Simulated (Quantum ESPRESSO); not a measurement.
# CuO (Tenorite) (Cc) in Quantum ESPRESSO: further runs

The runs below take CuO (Tenorite) through band structure, with PBE, LDA.

Program: Quantum ESPRESSO 7.5. These are calculated values, not measurements. Logs are shortened: lines on timing, memory, paths and dates and some standing lists are left out, and cuts for length are marked.

### 1 The structure

It takes space group Cc (No. 9, monoclinic). Conventional cell: a = 4.689 Å, b = 3.427 Å, c = 5.132 Å, α = 90.00°, β = 99.65°, γ = 90.00°. Cu (site symmetry 1) has 4 O at 1.91 to 2.02 Å as nearest neighbours. O (site symmetry 1) has 4 Cu at 1.91 to 2.02 Å as nearest neighbours.

### 2 Band structure, PBE

File pw.in:

```
&CONTROL
  calculation = 'scf'
  prefix = 'pwscf'
  outdir = './tmp'
  pseudo_dir = './pseudo'
  tprnfor = .true.
  tstress = .true.
  disk_io = 'low'
/
&SYSTEM
  ibrav = 0
  celldm(1) = 8
  nat = 4
  ntyp = 2
  ecutwfc = 92
  nbnd = 34
  occupations = 'smearing'
  smearing = 'fd'
  degauss = 0.00367493
/
&ELECTRONS
  conv_thr = 8d-10
  electron_maxstep = 120
  mixing_beta = 0.5
/
ATOMIC_SPECIES
Cu    63.5460 Cu.upf
O     15.9990 O.upf
CELL_PARAMETERS alat
  0.5538432947630  -0.4047320927417   0.0000000000000
  0.5538432947630   0.4047320927417   0.0000000000000
 -0.2032765058352   0.0000000000000   1.1951186408959
ATOMIC_POSITIONS crystal
Cu     0.4968000000    0.0032000000    0.5000000000
Cu     0.0032000000    0.4968000000    0.0000000000
O      0.4056000000    0.5714000000    0.7537000000
O      0.5714000000    0.4056000000    0.2537000000
K_POINTS automatic
10 10 5 0 0 0
```

File bands.in:

```
&CONTROL
  calculation = 'bands'
  prefix = 'pwscf'
  outdir = './tmp'
  pseudo_dir = './pseudo'
  disk_io = 'low'
  verbosity = 'high'
/
&SYSTEM
  ibrav = 0
  celldm(1) = 8
  nat = 4
  ntyp = 2
  ecutwfc = 92
  nbnd = 34
  occupations = 'smearing'
  smearing = 'fd'
  degauss = 0.00367493
/
&ELECTRONS
  conv_thr = 1d-08
  electron_maxstep = 120
  mixing_beta = 0.5
  diago_full_acc = .true.
  startingwfc = 'random'
/
ATOMIC_SPECIES
Cu    63.5460 Cu.upf
O     15.9990 O.upf
CELL_PARAMETERS alat
  0.5538432947630  -0.4047320927417   0.0000000000000
  0.5538432947630   0.4047320927417   0.0000000000000
 -0.2032765058352   0.0000000000000   1.1951186408959
ATOMIC_POSITIONS crystal
Cu     0.4968000000    0.0032000000    0.5000000000
Cu     0.0032000000    0.4968000000    0.0000000000
O      0.4056000000    0.5714000000    0.7537000000
O      0.5714000000    0.4056000000    0.2537000000
K_POINTS crystal
60
 0.0000000000  0.0000000000  0.0000000000 1
-0.0625000000 -0.0625000000  0.0000000000 1
-0.1250000000 -0.1250000000  0.0000000000 1
-0.1875000000 -0.1875000000  0.0000000000 1
-0.2500000000 -0.2500000000  0.0000000000 1
-0.3125000000 -0.3125000000  0.0000000000 1
-0.3750000000 -0.3750000000  0.0000000000 1
-0.4375000000 -0.4375000000  0.0000000000 1
-0.5000000000 -0.5000000000  0.0000000000 1
-0.5124731437 -0.5124731437  0.1628207747 1
-0.5249462874 -0.5249462874  0.3256415493 1
-0.5000000000 -0.5000000000  0.5000000000 1
-0.5668390452 -0.4331609548  0.5000000000 1
-0.6336780905 -0.3663219095  0.5000000000 1
-0.3663219095  0.3663219095  0.5000000000 1
-0.3205316708  0.3205316708  0.5000000000 1
-0.2747414321  0.2747414321  0.5000000000 1
-0.2289511934  0.2289511934  0.5000000000 1
-0.1831609548  0.1831609548  0.5000000000 1
-0.1373707161  0.1373707161  0.5000000000 1
-0.0915804774  0.0915804774  0.5000000000 1
-0.0457902387  0.0457902387  0.5000000000 1
 0.0000000000  0.0000000000  0.5000000000 1
-0.0593817141 -0.0593817141  0.5217948063 1
-0.1187634282 -0.1187634282  0.5435896127 1
-0.1781451422 -0.1781451422  0.5653844190 1
-0.2375268563 -0.2375268563  0.5871792253 1
-0.2969085704 -0.2969085704  0.6089740317 1
-0.3562902845 -0.3562902845  0.6307688380 1
-0.4156719985 -0.4156719985  0.6525636443 1
-0.4750537126 -0.4750537126  0.6743584507 1
-0.5000000000 -0.5000000000  0.0000000000 1
-0.5563157068 -0.4436842932  0.0000000000 1
-0.6126314136 -0.3873685864  0.0000000000 1
-0.3873685864  0.3873685864  0.0000000000 1
-0.3443276323  0.3443276323  0.0000000000 1
-0.3012866783  0.3012866783  0.0000000000 1
-0.2582457243  0.2582457243  0.0000000000 1
-0.2152047702  0.2152047702  0.0000000000 1
-0.1721638162  0.1721638162  0.0000000000 1
-0.1291228621  0.1291228621  0.0000000000 1
-0.0860819081  0.0860819081  0.0000000000 1
-0.0430409540  0.0430409540  0.0000000000 1
 0.0000000000  0.0000000000  0.0000000000 1
-0.0714285714  0.0000000000  0.0000000000 1
-0.1428571429  0.0000000000  0.0000000000 1
-0.2142857143  0.0000000000  0.0000000000 1
-0.2857142857  0.0000000000  0.0000000000 1
-0.3571428571  0.0000000000  0.0000000000 1
-0.4285714286  0.0000000000  0.0000000000 1
-0.5000000000  0.0000000000  0.0000000000 1
-0.5000000000  0.0000000000  0.5000000000 1
-0.4375000000  0.0000000000  0.4375000000 1
-0.3750000000  0.0000000000  0.3750000000 1
-0.3125000000  0.0000000000  0.3125000000 1
-0.2500000000  0.0000000000  0.2500000000 1
-0.1875000000  0.0000000000  0.1875000000 1
-0.1250000000  0.0000000000  0.1250000000 1
-0.0625000000  0.0000000000  0.0625000000 1
 0.0000000000  0.0000000000  0.0000000000 1
```

Potentials or basis: Ansatz NC SR PBE.

Started as:

```bash
$ OMP_NUM_THREADS=1 pw.x -in pw.in > pw.out
$ OMP_NUM_THREADS=1 pw.x -in bands.in > bands.out
```

pw.out:

```text
[... set-up lines left out ...]
     Self-consistent Calculation

     iteration #  1     ecut=    92.00 Ry     beta= 0.50
     Davidson diagonalization with overlap
     ethr =  1.00E-02,  avg # of iterations =  4.6

     total energy              =    -826.13017231 Ry
     estimated scf accuracy    <       2.01392858 Ry

     iteration #  2     ecut=    92.00 Ry     beta= 0.50
     Davidson diagonalization with overlap
     ethr =  4.03E-03,  avg # of iterations =  2.0

     total energy              =    -826.67991673 Ry
     estimated scf accuracy    <       2.65645778 Ry

     iteration #  3     ecut=    92.00 Ry     beta= 0.50
     Davidson diagonalization with overlap
     ethr =  4.03E-03,  avg # of iterations =  1.8

     total energy              =    -827.06056990 Ry
     estimated scf accuracy    <       0.01568708 Ry

     iteration #  4     ecut=    92.00 Ry     beta= 0.50
     Davidson diagonalization with overlap
     ethr =  3.14E-05,  avg # of iterations =  2.9

     total energy              =    -827.06798169 Ry
     estimated scf accuracy    <       0.00553565 Ry

     iteration #  5     ecut=    92.00 Ry     beta= 0.50
     Davidson diagonalization with overlap
     ethr =  1.11E-05,  avg # of iterations =  2.2

     total energy              =    -827.06877741 Ry
     estimated scf accuracy    <       0.00025369 Ry

     iteration #  6     ecut=    92.00 Ry     beta= 0.50
     Davidson diagonalization with overlap
     ethr =  5.07E-07,  avg # of iterations =  2.4

     total energy              =    -827.06880064 Ry
     estimated scf accuracy    <       0.00023266 Ry

     iteration #  7     ecut=    92.00 Ry     beta= 0.50
     Davidson diagonalization with overlap
     ethr =  4.65E-07,  avg # of iterations =  2.0

     total energy              =    -827.06883011 Ry
     estimated scf accuracy    <       0.00000338 Ry

     iteration #  8     ecut=    92.00 Ry     beta= 0.50
     Davidson diagonalization with overlap
     ethr =  6.76E-09,  avg # of iterations =  2.1

     total energy              =    -827.06883088 Ry
     estimated scf accuracy    <       0.00000076 Ry

     iteration #  9     ecut=    92.00 Ry     beta= 0.50
     Davidson diagonalization with overlap
     ethr =  1.53E-09,  avg # of iterations =  1.0

     total energy              =    -827.06883092 Ry
     estimated scf accuracy    <       0.00000007 Ry

     iteration # 10     ecut=    92.00 Ry     beta= 0.50
     Davidson diagonalization with overlap
     ethr =  1.42E-10,  avg # of iterations =  2.0

     total energy              =    -827.06883093 Ry
     estimated scf accuracy    <          5.1E-09 Ry

     iteration # 11     ecut=    92.00 Ry     beta= 0.50
     Davidson diagonalization with overlap
     ethr =  1.01E-11,  avg # of iterations =  2.0

     End of self-consistent calculation

     Number of k-points >= 100: set verbosity='high' to print the bands.

     the Fermi energy is    12.4815 ev

!    total energy              =    -827.06883093 Ry
     estimated scf accuracy    <          2.3E-10 Ry
     smearing contrib. (-TS)   =      -0.00142836 Ry
     internal energy E=F+TS    =    -827.06740258 Ry

     The total energy is F=E-TS. E is the sum of the following terms:
     one-electron contribution =    -490.60719891 Ry
     hartree contribution      =     272.16500358 Ry
     xc contribution           =    -112.00681993 Ry
     ewald contribution        =    -496.61838731 Ry

     convergence has been achieved in  11 iterations

     Forces acting on atoms (cartesian axes, Ry/au):

     atom    1 type  1   force =    -0.02469322   -0.01365939    0.00957750
     atom    2 type  1   force =    -0.02469322    0.01365939    0.00957750
     atom    3 type  2   force =     0.02469322   -0.01160246   -0.00957750
     atom    4 type  2   force =     0.02469322    0.01160246   -0.00957750

     Total force =     0.058722     Total SCF correction =     0.000007

     Computing stress (Cartesian axis) and pressure

          total   stress  (Ry/bohr**3)                   (kbar)     P=       56.66
   0.00036877   0.00000000  -0.00011473           54.25        0.00      -16.88
  -0.00000000   0.00044838  -0.00000000           -0.00       65.96       -0.00
  -0.00011473   0.00000000   0.00033835          -16.88        0.00       49.77

=------------------------------------------------------------------------------=
   JOB DONE.
=------------------------------------------------------------------------------=
```

It took 7.3 min on 1 thread of Arm Neoverse V1, shared host; peak memory 0.38 GiB.

What came out:

```
Free energy            : -11252.8447 eV
Pressure               : 5.7 GPa
Largest force          : 0.766 eV/Å
Band gap on the k mesh : none (metal or under the smearing width)
```

Forces on the atoms (eV/Å):
```
Cu  -0.635 -0.351  0.246
Cu  -0.635  0.351  0.246
O    0.635 -0.298 -0.246
O    0.635  0.298 -0.246
```

Levels at the corners of the path, in eV from the Fermi level:
```
point  band 22  band 23  band 24  band 25  band 26  band 27  band 28  band 29
    Γ    -2.15    -2.07    -1.59     0.22     0.91     1.69     6.03     8.12
    Y    -2.05    -1.66    -1.14    -0.60     1.06     3.37     7.03     8.54
    F    -1.78    -1.30    -1.25    -0.63     0.19     4.26     6.14     8.70
    L    -1.60    -1.23    -1.23    -0.42    -0.42     5.22     5.22     8.98
    I    -1.74    -1.41    -1.41    -0.28    -0.28     5.85     5.85     9.06
   I1    -1.74    -1.41    -1.41    -0.28    -0.28     5.85     5.85     9.06
    Z    -2.17    -1.43    -1.43     0.24     0.24     3.91     3.91    11.67
   F1    -1.78    -1.30    -1.25    -0.63     0.19     4.26     6.14     8.70
    Y    -2.05    -1.66    -1.14    -0.60     1.06     3.37     7.03     8.54
   X1    -1.94    -1.38    -1.29    -1.21     0.88     4.87     7.19     7.67
    X    -1.94    -1.38    -1.29    -1.21     0.88     4.87     7.19     7.67
    Γ    -2.15    -2.07    -1.59     0.22     0.91     1.69     6.03     8.12
    N    -1.53    -1.44    -1.33    -0.04     0.28     4.88     6.29     6.92
    M    -2.08    -1.67    -1.53    -0.08     0.73     5.12     6.49     8.08
    Γ    -2.15    -2.07    -1.59     0.22     0.91     1.69     6.03     8.12
```

Caveat: the run has no spin polarisation, though such a crystal can be magnetic; semilocal functionals often make such compounds metallic where correlation or magnetic order opens a gap, which also shifts bond lengths.

### 3 Band structure, LDA

pw.in, as its differences from that of step 2:

```diff
@@ -14,3 +14,4 @@
   ntyp = 2
-  ecutwfc = 92
+  ecutwfc = 56
+  ecutrho = 448
   nbnd = 34
@@ -26,4 +27,4 @@
 ATOMIC_SPECIES
-Cu    63.5460 Cu.upf
-O     15.9990 O.upf
+Cu    63.5460 cu_lda_v1.2.uspp.F.UPF
+O     15.9990 o_lda_v1.2.uspp.F.UPF
 CELL_PARAMETERS alat
```

bands.in, as its differences from that of step 2:

```diff
@@ -13,3 +13,4 @@
   ntyp = 2
-  ecutwfc = 92
+  ecutwfc = 56
+  ecutrho = 448
   nbnd = 34
@@ -27,4 +28,4 @@
 ATOMIC_SPECIES
-Cu    63.5460 Cu.upf
-O     15.9990 O.upf
+Cu    63.5460 cu_lda_v1.2.uspp.F.UPF
+O     15.9990 o_lda_v1.2.uspp.F.UPF
 CELL_PARAMETERS alat
```

Potentials or basis: GBRV 1.5 LDA.

Started as:

```bash
$ OMP_NUM_THREADS=1 pw.x -in pw.in > pw.out
$ OMP_NUM_THREADS=1 pw.x -in bands.in > bands.out
```

Wall time 4.3 min (1 thread of Arm Neoverse V1, shared host); peak memory 0.32 GiB.

The run converged. Its results:

- Free energy: -11857.9694 eV
- Pressure: -8.7 GPa
- Largest force: 0.793 eV/Å
- Band gap on the k mesh: none (metal or under the smearing width)

Forces in eV/Å, atoms in the order of the input:
```
Cu  -0.588 -0.307  0.222
Cu  -0.588  0.307  0.222
O    0.588 -0.484 -0.222
O    0.588  0.484 -0.222
```

Stress tensor (GPa, compression positive):
```
 -9.57   0.00  -0.54
  0.00  -5.48   0.00
 -0.54   0.00 -11.17
```

Levels at the corners of the path, in eV from the Fermi level:
| point | band 21 | band 22 | band 23 | band 24 | band 25 | band 26 | band 27 | band 28 | band 29 | band 30 |
| --- | --- | --- | --- | --- | --- | --- | --- | --- | --- | --- |
| Γ | -2.37 | -2.26 | -2.17 | -1.68 | 0.22 | 0.93 | 1.65 | 5.88 | 7.98 | 13.06 |
| Y | -2.17 | -2.16 | -1.66 | -1.25 | -0.67 | 1.07 | 3.18 | 6.80 | 8.33 | 9.77 |
| F | -1.94 | -1.88 | -1.36 | -1.34 | -0.66 | 0.20 | 4.07 | 5.95 | 8.48 | 9.27 |
| L | -1.69 | -1.69 | -1.33 | -1.33 | -0.41 | -0.41 | 5.04 | 5.04 | 8.77 | 8.77 |
| I | -1.84 | -1.84 | -1.52 | -1.52 | -0.29 | -0.29 | 5.68 | 5.68 | 8.85 | 8.85 |
| I1 | -1.84 | -1.84 | -1.52 | -1.52 | -0.29 | -0.29 | 5.68 | 5.68 | 8.85 | 8.85 |
| Z | -2.27 | -2.27 | -1.50 | -1.50 | 0.25 | 0.25 | 3.84 | 3.84 | 11.46 | 11.46 |
| F1 | -1.94 | -1.88 | -1.36 | -1.34 | -0.66 | 0.20 | 4.07 | 5.95 | 8.48 | 9.27 |
| Y | -2.17 | -2.16 | -1.66 | -1.25 | -0.67 | 1.07 | 3.18 | 6.80 | 8.33 | 9.77 |
| X1 | -2.10 | -2.04 | -1.41 | -1.35 | -1.31 | 0.89 | 4.71 | 6.98 | 7.44 | 9.62 |
| X | -2.10 | -2.04 | -1.41 | -1.35 | -1.31 | 0.89 | 4.71 | 6.98 | 7.44 | 9.62 |
| Γ | -2.37 | -2.26 | -2.17 | -1.68 | 0.22 | 0.93 | 1.65 | 5.88 | 7.98 | 13.06 |
| N | -2.08 | -1.63 | -1.52 | -1.42 | -0.03 | 0.29 | 4.67 | 6.13 | 6.79 | 10.87 |
| M | -2.24 | -2.19 | -1.75 | -1.64 | -0.09 | 0.74 | 4.96 | 6.34 | 7.89 | 8.34 |
| Γ | -2.37 | -2.26 | -2.17 | -1.68 | 0.22 | 0.93 | 1.65 | 5.88 | 7.98 | 13.06 |

Caveat: the run has no spin polarisation, though such a crystal can be magnetic; semilocal functionals often make such compounds metallic where correlation or magnetic order opens a gap, which also shifts bond lengths. With open d or f shells a metallic result of LDA can be an artefact of self-interaction; +U or a hybrid may open a gap.
